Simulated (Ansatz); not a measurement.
HfS2 (CdI2 type): a relaxation of cell and atoms in the plane-wave code Ansatz (PBE-D3(BJ)). It starts from a guessed cell.

```yaml
crystal:
  lattice:
    - [4.07928512, 0.0, 0.0]
    - [-2.03964256, 3.5327645432, 0.0]
    - [0.0, 0.0, 6.232637344]
  atoms:
    - { symbol: Hf, position: [0.0, 0.0, 0.0] }
    - { symbol: S, position: [0.3333333333, 0.6666666667, 0.2659498027] }
    - { symbol: S, position: [0.6666666667, 0.3333333333, 0.7340501973] }
kpoints:
  mp_grid: { grid: [6, 6, 4] }
hamiltonian:
  xc: pbe
  dispersion: d3bj
scf:
  occupations: { method: fermi_dirac, width: 0.02 }
relax:
  f_tol: 0.005
  cell: {}
```

The trajectory has 7 recorded frames, each with fractional positions and then forces in eV/Å along x, y and z. The last, and any step after a large change of cell, is solved on a basis re-selected at its cell; pressure is positive in compression.

Step 1: energy 0.0 meV/atom from step 1, largest force component 2.787 eV/Å, pressure -18.40 GPa; a = 4.079 Å, b = 4.079 Å, c = 6.233 Å, α = 90.00°, β = 90.00°, γ = 120.00°
```
Hf 0.0000 0.0000 0.0000     0.000   0.000   0.000
S  0.3333 0.6667 0.2659     0.000   0.000  -2.787
S  0.6667 0.3333 0.7341     0.000   0.000   2.787
```

Step 2: energy -556.9 meV/atom from step 1, largest force component 0.866 eV/Å, pressure -10.78 GPa; a = 3.920 Å, b = 3.920 Å, c = 6.036 Å, α = 90.00°, β = 90.00°, γ = 120.00°
```
Hf 0.0000 0.0000 0.0000     0.000   0.000   0.000
S  0.3333 0.6667 0.2342     0.000   0.000  -0.866
S  0.6667 0.3333 0.7658     0.000   0.000   0.866
```

Step 3: energy -707.5 meV/atom from step 1, largest force component 0.515 eV/Å, pressure -1.05 GPa; a = 3.717 Å, b = 3.717 Å, c = 5.971 Å, α = 90.00°, β = 90.00°, γ = 120.00°
```
Hf 0.0000 0.0000 0.0000     0.000   0.000   0.000
S  0.3333 0.6667 0.2288     0.000   0.000   0.515
S  0.6667 0.3333 0.7712     0.000   0.000  -0.515
```

Step 4: energy -737.6 meV/atom from step 1, largest force component 0.039 eV/Å, pressure +0.85 GPa; a = 3.581 Å, b = 3.581 Å, c = 5.761 Å, α = 90.00°, β = 90.00°, γ = 120.00°
```
Hf 0.0000 0.0000 0.0000     0.000   0.000   0.000
S  0.3333 0.6667 0.2550     0.000   0.000  -0.039
S  0.6667 0.3333 0.7450     0.000   0.000   0.039
```

Step 5: energy -739.1 meV/atom from step 1, largest force component 0.008 eV/Å, pressure -0.22 GPa; a = 3.614 Å, b = 3.614 Å, c = 5.783 Å, α = 90.00°, β = 90.00°, γ = 120.00°
```
Hf 0.0000 0.0000 0.0000     0.000   0.000   0.000
S  0.3333 0.6667 0.2513     0.000   0.000  -0.008
S  0.6667 0.3333 0.7487     0.000   0.000   0.008
```

Step 6: energy -739.2 meV/atom from step 1, largest force component 0.002 eV/Å, pressure 0.00 GPa; a = 3.610 Å, b = 3.610 Å, c = 5.767 Å, α = 90.00°, β = 90.00°, γ = 120.00°
```
Hf 0.0000 0.0000 0.0000     0.000   0.000   0.000
S  0.3333 0.6667 0.2520     0.000   0.000   0.002
S  0.6667 0.3333 0.7480     0.000   0.000  -0.002
```

Step 7: energy -738.6 meV/atom from step 1, largest force component 0.003 eV/Å, pressure 0.00 GPa; a = 3.610 Å, b = 3.610 Å, c = 5.767 Å, α = 90.00°, β = 90.00°, γ = 120.00°
```
Hf 0.0000 0.0000 0.0000     0.000   0.000   0.000
S  0.3333 0.6667 0.2520     0.000   0.000   0.003
S  0.6667 0.3333 0.7480     0.000   0.000  -0.003
```

The walk took 6 steps and changed the volume by -27.5 %. The last SCF, on a fresh basis, lies 739 meV an atom below the first. At the end: space group P-3m1 (No. 164), trigonal; a = 3.610 Å, c = 5.767 Å in the conventional setting, 21.70 Å³ an atom. Around Hf lie 6 S at 2.54 Å; around S lie 3 Hf at 2.54 Å.

Run as `ansatz run input.yaml --threads 4 --pin off --max-ram 7372MiB --backend cpu --events-out ev --progress --plain --runs-dir out`. It took 3.8 s on 4 threads of Intel(R) Xeon(R) Platinum 8488C (Sapphire Rapids) (shared host), load about 0.8 per core; peak host memory 0.5 GiB.

The values are computed, spin-unpolarised, and not measurements.
